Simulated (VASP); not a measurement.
These are PBEsol GGA, VASP's PBE PAW potentials (set 64) (plane waves; VASP) values and carry that method's errors.

Input for VASP

INCAR:
```
SYSTEM  =  ZrO2
PREC  =  Accurate; ENCUT  =  620; LREAL  =  .FALSE.
LASPH  =  .TRUE.
EDIFF  =  1E-6; NELM  =  100; ALGO  =  Normal
LMAXMIX  =  4
ISMEAR  =  0; SIGMA  =  0.05
GGA  =  PS
IBRION  =  2; NSW  =  40; ISIF  =  3
EDIFFG  =  -0.02
LWAVE  =  .FALSE.; LCHARG  =  .FALSE.
```

File POSCAR:
```
ZrO2
1
    0.0000000000     2.5336762499     2.5336762499
    2.5336762499     0.0000000000     2.5336762499
    2.5336762499     2.5336762499     0.0000000000
Zr O
1 2
Direct
  0.0000000000   0.0000000000   0.0000000000
  0.2500000000   0.2500000000   0.2500000000
  0.7500000000   0.7500000000   0.7500000000
```

### KPOINTS
```
Regular mesh
0
Gamma
 8 8 8
0 0 0
```

POTCAR, in this order: Zr_sv O (PBE.64 set). Program: vasp_std.

What VASP printed:

### OUTCAR
```
 ion  position               nearest neighbor table
   1  0.000  0.000  0.000-   3 2.19   3 2.19   3 2.19   2 2.19   3 2.19   2 2.19   2 2.19   2 2.19
  LATTYP: Found a face centered cubic cell.
 ALAT       =     5.0673524998
 Subroutine PRICEL returns:
 Original cell was already a primitive cell.
 Subroutine GETGRP returns: Found 48 space group operations
The static configuration has the point symmetry O_h .
The dynamic configuration has the point symmetry O_h .
 Subroutine INISYM returns: Found 48 space group operations
 Subroutine IBZKPT returns following result:
 Found     29 irreducible k-points:

 Following reciprocal coordinates:
            Coordinates               Weight
  0.000000  0.000000  0.000000      1.000000
  0.125000  0.000000  0.000000      8.000000
  0.250000  0.000000  0.000000      8.000000
  0.375000  0.000000  0.000000      8.000000
  0.500000  0.000000  0.000000      4.000000
  0.125000  0.125000  0.000000      6.000000
  0.250000  0.125000  0.000000     24.000000
  0.375000  0.125000  0.000000     24.000000
  0.500000  0.125000  0.000000     24.000000
 -0.375000  0.125000  0.000000     24.000000
 -0.250000  0.125000  0.000000     24.000000
 -0.125000  0.125000  0.000000     12.000000
  0.250000  0.250000  0.000000      6.000000
  0.375000  0.250000  0.000000     24.000000
  0.500000  0.250000  0.000000     24.000000
 -0.375000  0.250000  0.000000     24.000000
 -0.250000  0.250000  0.000000     12.000000
  0.375000  0.375000  0.000000      6.000000
  0.500000  0.375000  0.000000     24.000000
 -0.375000  0.375000  0.000000     12.000000
  0.500000  0.500000  0.000000      3.000000
  0.375000  0.250000  0.125000     24.000000
  0.500000  0.250000  0.125000     48.000000
 -0.375000  0.250000  0.125000     24.000000
  0.500000  0.375000  0.125000     24.000000
...
```

OSZICAR:
```
       N       E                     dE             d eps       ncg     rms          rms(c)
DAV:   1     0.211645720697E+03    0.21165E+03   -0.16214E+04   928   0.178E+03
DAV:   2    -0.271572508642E+02   -0.23880E+03   -0.23353E+03  1200   0.411E+02
DAV:   3    -0.355315411882E+02   -0.83743E+01   -0.83668E+01  1408   0.795E+01
DAV:   4    -0.357543369987E+02   -0.22280E+00   -0.22276E+00  1296   0.946E+00
DAV:   5    -0.357573116418E+02   -0.29746E-02   -0.29746E-02  1256   0.947E-01    0.259E+01
DAV:   6    -0.300557318172E+02    0.57016E+01   -0.32604E+01  1024   0.448E+01    0.109E+01
DAV:   7    -0.299741983886E+02    0.81533E-01   -0.13061E+00  1304   0.951E+00    0.664E+00
DAV:   8    -0.299304831397E+02    0.43715E-01   -0.16290E-01  1232   0.427E+00    0.436E-01
DAV:   9    -0.299303734329E+02    0.10971E-03   -0.15374E-02  1232   0.898E-01    0.312E-01
DAV:  10    -0.299308792306E+02   -0.50580E-03   -0.46931E-03  1008   0.689E-01    0.141E-01
DAV:  11    -0.299308693802E+02    0.98503E-05   -0.14801E-03  1136   0.328E-01    0.127E-01
DAV:  12    -0.299308177549E+02    0.51625E-04   -0.27179E-04  1080   0.131E-01    0.485E-03
DAV:  13    -0.299308185840E+02   -0.82907E-06   -0.90587E-06  1128   0.243E-02
   1 F= -.29930819E+02 E0= -.29930819E+02  d E =-.299308E+02
```

File OUTCAR:
```
------------------------ aborting loop because EDIFF is reached ----------------------------------------
  FORCE on cell =-STRESS in cart. coord.  units (eV):
  Direction    XX          YY          ZZ          XY          YZ          ZX
  --------------------------------------------------------------------------------------
  Total       -0.0523404     -0.0523404     -0.0523404      0.0000000     -0.0000000     -0.0000000
  in kB       -2.5778909     -2.5778909     -2.5778909      0.0000000     -0.0000000     -0.0000000
  external PRESSURE =      -2.5778909 kB  Pullay stress =       0.0000000 kB
  volume of cell :       32.53
      direct lattice vectors                 reciprocal lattice vectors
     0.000000000  2.533676250  2.533676250    -0.197341709  0.197341709  0.197341709
     2.533676250  0.000000000  2.533676250     0.197341709 -0.197341709  0.197341709
     2.533676250  2.533676250  0.000000000     0.197341709  0.197341709 -0.197341709
 POSITION                                       TOTAL-FORCE (eV/Angst)
 -----------------------------------------------------------------------------------
      0.00000      0.00000      0.00000         0.000000     -0.000000      0.000000
      1.26684      1.26684      1.26684         0.000000      0.000000      0.000000
      3.80051      3.80051      3.80051        -0.000000     -0.000000     -0.000000
 -----------------------------------------------------------------------------------
    total drift:                                0.000000     -0.000000      0.000000
  FREE ENERGIE OF THE ION-ELECTRON SYSTEM (eV)
  ---------------------------------------------------
  free  energy   TOTEN  =       -29.9308185840 eV

  energy  without entropy=      -29.9308185840  energy(sigma->0) =      -29.93081858

 reached required accuracy - stopping structural energy minimisation
```
(Selected blocks of OUTCAR.)

The compound is ZrO2 in the fluorite structure, the high-temperature cubic form, which is unstable at 0 K; the monoclinic form is the stable one. It was relaxed first.
